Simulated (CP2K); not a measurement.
Here is a CP2K 2026.2 calculation.

cdse_bands.inp

```
&GLOBAL
  PROJECT cdse_bands
  RUN_TYPE ENERGY_FORCE
  PRINT_LEVEL LOW
&END GLOBAL
&FORCE_EVAL
  METHOD QS
  STRESS_TENSOR ANALYTICAL
  &DFT
    BASIS_SET_FILE_NAME BASIS_MOLOPT_UZH
    POTENTIAL_FILE_NAME POTENTIAL_UZH
    &MGRID
      CUTOFF 675
      REL_CUTOFF 60
      NGRIDS 4
    &END MGRID
    &QS
      METHOD GPW
      EPS_DEFAULT 1.0E-9
    &END QS
    &KPOINTS
      SCHEME MONKHORST-PACK 8 8 8
      GAMMA_CENTERED T
      SYMMETRY T
      SYMMETRY_BACKEND SPGLIB
    &END KPOINTS
    &SCF
      SCF_GUESS ATOMIC
      EPS_SCF 1.0E-6
      MAX_SCF 100
      ADDED_MOS 10
      CHOLESKY OFF
      EPS_EIGVAL 1.0E-7
      &DIAGONALIZATION ON
        ALGORITHM STANDARD
      &END DIAGONALIZATION
      &MIXING ON
        METHOD BROYDEN_MIXING
        ALPHA 0.4
        BETA 1.5
        NBUFFER 8
      &END MIXING
      &SMEAR ON
        METHOD FERMI_DIRAC
        ELECTRONIC_TEMPERATURE 580.23
      &END SMEAR
    &END SCF
    &XC
      &XC_FUNCTIONAL
        &GGA_X_B86_R
        &END GGA_X_B86_R
        &LDA_C_PW
        &END LDA_C_PW
      &END XC_FUNCTIONAL
      &VDW_POTENTIAL
        POTENTIAL_TYPE NON_LOCAL
        &NON_LOCAL
          TYPE LMKLL
          KERNEL_FILE_NAME vdW_kernel_table.dat
          CUTOFF 300
        &END NON_LOCAL
      &END VDW_POTENTIAL
    &END XC
    &PRINT
      &KPOINTS ON
      &END KPOINTS
      &MULLIKEN ON
      &END MULLIKEN
      &MO ON
        ENERGIES T
        OCCUPATION_NUMBERS T
        &EACH
          QS_SCF 0
        &END EACH
        ADD_LAST NUMERIC
      &END MO
      &BAND_STRUCTURE
        FILE_NAME bands.bs
        ADDED_MOS 4
        &KPOINT_SET
          UNITS B_VECTOR
          NPOINTS 6
          SPECIAL_POINT GAMMA 0.00000000 0.00000000 0.00000000
          SPECIAL_POINT X 0.50000000 0.00000000 0.50000000
          SPECIAL_POINT W 0.50000000 0.25000000 0.75000000
          SPECIAL_POINT K 0.37500000 0.37500000 0.75000000
          SPECIAL_POINT GAMMA 0.00000000 0.00000000 0.00000000
          SPECIAL_POINT L 0.50000000 0.50000000 0.50000000
          SPECIAL_POINT U 0.62500000 0.25000000 0.62500000
          SPECIAL_POINT W 0.50000000 0.25000000 0.75000000
          SPECIAL_POINT L 0.50000000 0.50000000 0.50000000
          SPECIAL_POINT K 0.37500000 0.37500000 0.75000000
        &END KPOINT_SET
        &KPOINT_SET
          UNITS B_VECTOR
          NPOINTS 6
          SPECIAL_POINT U 0.62500000 0.25000000 0.62500000
          SPECIAL_POINT X 0.50000000 0.00000000 0.50000000
        &END KPOINT_SET
      &END BAND_STRUCTURE
    &END PRINT
  &END DFT
  &SUBSYS
    &CELL
      A 4.3420191692 0.0000000000 0.0000000000
      B 2.1710095846 3.7602989043 0.0000000000
      C 2.1710095846 1.2534329681 3.5452438060
      PERIODIC XYZ
    &END CELL
    &COORD
      SCALED
      Cd  0.0000000000 0.0000000000 0.0000000000
      Se  0.2500000000 0.2500000000 0.2500000000
    &END COORD
    &KIND Cd
      BASIS_SET TZVP-MOLOPT-PBE-GTH-q12
      POTENTIAL GTH-PBE-q12
    &END KIND
    &KIND Se
      BASIS_SET TZVP-MOLOPT-PBE-GTH-q6
      POTENTIAL GTH-PBE-q6
    &END KIND
    &PRINT
      &ATOMIC_COORDINATES ON
      &END ATOMIC_COORDINATES
      &CELL ON
      &END CELL
    &END PRINT
  &END SUBSYS
  &PRINT
    &FORCES ON
    &END FORCES
    &STRESS_TENSOR ON
    &END STRESS_TENSOR
  &END PRINT
&END FORCE_EVAL
```

Potentials or basis: POTENTIAL_UZH Cd GTH-PBE-q12, Se GTH-PBE-q6; TZVP-MOLOPT-PBE-GTH basis.

Command:

```sh
$ OMP_NUM_THREADS=1 cp2k.psmp -i cdse_bands.inp -o cdse_bands.out
```

(1) Predict the pressure.

(2) Estimate the band gap along the path.

(3) Predict the band gap on the k mesh.

(4) Predict the Mulliken charges.

Answers

(1) 1.2 GPa.

(2) 0.42 eV, direct.

(3) 0.42 eV, direct.

(4) Cd +0.43; Se -0.43 e.

Caveat: the potentials were made for another functional, which shifts forces and pressure; the basis of atomic orbitals isn't converged, which shifts pressures, moduli and gaps.
